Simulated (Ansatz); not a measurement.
# Phases of SnSe at 64 GPa

Structure types of SnSe are relaxed in primitive cells with their symmetry kept at 64 GPa, on PAW files; LAPW relaxes the small cells further and takes the PAW cell for the others (marked *). The enthalpy is E + pV at zero temperature, without zero-point motion. Only the types listed were tried, and differences under about 5 meV/atom are mesh noise. The real phase may be another.

Computed with Ansatz 0.2.0; functional PBE, scalar-relativistic. Settings: Fermi–Dirac smearing of 0.05 eV, no spin polarisation. Methods: LAPW: all electrons, basis error target 0.5 meV/atom; PAW: frozen-core files, cutoff 420 eV.

k meshes: rocksalt 15×15×15, CsCl 15×15×15, zincblende 13×13×13, wurtzite 10×10×5, NiAs 11×11×6.

Spin–orbit coupling is left out, which matters for the heavy atoms.

```json
{"start type": "rocksalt", "ends as": "rocksalt, Fm-3m", "a, b, c (Å)": "5.171, 5.171, 5.171", "V (Å³/atom)": "17.29", "H − H(lowest), LAPW (meV/atom)": "?"}
{"start type": "CsCl", "ends as": "CsCl, Pm-3m", "a, b, c (Å)": "3.158, 3.158, 3.158", "V (Å³/atom)": "15.74", "H − H(lowest), LAPW (meV/atom)": "0.0"}
{"start type": "zincblende", "ends as": "zincblende, F-43m", "a, b, c (Å)": "5.468, 5.468, 5.468", "V (Å³/atom)": "20.43", "H − H(lowest), LAPW (meV/atom)": "2823.7"}
{"start type": "wurtzite*", "ends as": "distorted wurtzite, P6_3mc", "a, b, c (Å)": "2.775, 2.775, 9.757", "V (Å³/atom)": "16.27", "H − H(lowest), LAPW (meV/atom)": "554.4"}
{"start type": "NiAs*", "ends as": "distorted NiAs, P6_3/mmc", "a, b, c (Å)": "3.126, 3.126, 7.679", "V (Å³/atom)": "16.24", "H − H(lowest), LAPW (meV/atom)": "?"}
```

Task: Give the missing entry: row "rocksalt", column "H − H(lowest), LAPW (meV/atom)".

Result: 567.5.

Task: Give the missing entry: row "NiAs*", column "H − H(lowest), LAPW (meV/atom)".

Result: 294.4.

Task: Split the lead of CsCl over distorted NiAs into energy and pV.

Result: For distorted NiAs less CsCl: ΔE = +95.6 meV/atom, and p·ΔV = 64 GPa × +0.4977 Å³ × 6.242 meV/(GPa·Å³) = +198.8 meV/atom, together 294.4 meV/atom. CsCl wins on both counts.
